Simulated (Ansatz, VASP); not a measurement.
# Sb in VASP and in Ansatz

File INCAR:

```
SYSTEM = Sb
PREC = Accurate ; ENCUT = 600
EDIFF = 1E-6 ; ISMEAR = 0
SIGMA = 0.1 ; LREAL = .False.
LASPH = .True. ; NELM = 60
ALGO = Normal ; ISIF = 3
LWAVE = .False. ; LCHARG = .False.
GGA = PE ; IBRION = 2
NSW = 90 ; EDIFFG = -0.04
```

The input KPOINTS:

```
regular mesh
0
Gamma
  4 4 6
  0 0 0
```

File POSCAR:

```
Sb
1.0
    5.0389761500      0.0000000000      0.0000000000
    0.0000000000      5.0389761500      0.0000000000
    0.0000000000      0.0000000000      3.5786166200
Sb
3
Direct
    0.0000000000      0.5000000000      0.5000000000
    0.5000000000      0.0000000000      0.5000000000
    0.5000000000      0.5000000000      0.5000000000
```

Input for Ansatz:

```yaml
crystal:
  lattice:
    - [5.03897615, 0.0, 0.0]
    - [0.0, 5.03897615, 0.0]
    - [0.0, 0.0, 3.57861662]
  atoms:
    - { symbol: Sb, position: [0.0, 0.5, 0.5] }
    - { symbol: Sb, position: [0.5, 0.0, 0.5] }
    - { symbol: Sb, position: [0.5, 0.5, 0.5] }
basis:
  ecutwfc: 420
kpoints:
  mp_grid: { grid: [4, 4, 6] }
hamiltonian:
  xc: pbe
scf:
  occupations: { method: gaussian, width: 0.1 }
  lower_state_search: "off"
output:
  forces: true
  stress: true
  eigenvalues: true
relax:
  adjacent_minimum: "off"
  f_tol: 0.04
  max_steps: 70
  cell: { stress_tol: 0.4 }
```

Alike in both runs: task relaxation of cell and atoms; functional PBE; k mesh 4 × 4 × 6; occupations gaussian, width 0.1 eV; no spin polarisation.

|  | VASP | Ansatz |
| --- | --- | --- |
| version | VASP 6.6.1 | Ansatz 0.2.0 |
| potentials or method | VASP PAW PBE potentials, release 64 (Sb) | scalar-relativistic, plane waves, PAW |
| plane-wave cutoff (eV) | 600 | 420 |
| valence electrons in the cell | 15 | 45 |

Ansatz gave:

| Item | Value |
| --- | --- |
| gap on the k mesh at the Fermi level, each at its own relaxed structure (eV) | none |
| relaxed volume (Å³/atom) | 37.54 |
| relaxed cell length with the largest relative difference (Å) | 6.167 |
| energy change over the relaxation (meV/atom) | -1134 |

Estimate VASP's values.

gap on the k mesh at the Fermi level, each at its own relaxed structure (eV): none; relaxed volume (Å³/atom): 37.68; relaxed cell length with the largest relative difference (Å): 6.177; energy change over the relaxation (meV/atom): -1147.

A gap of «none» marks a metal or a gap that the smearing closes. The two sets of potentials don't hold the same shells in valence.

Caveats: the volume moved by over 15 % at a fixed basis, so the end points are rough (VASP). The runs have no spin-orbit coupling, so splittings on Sb are missing.
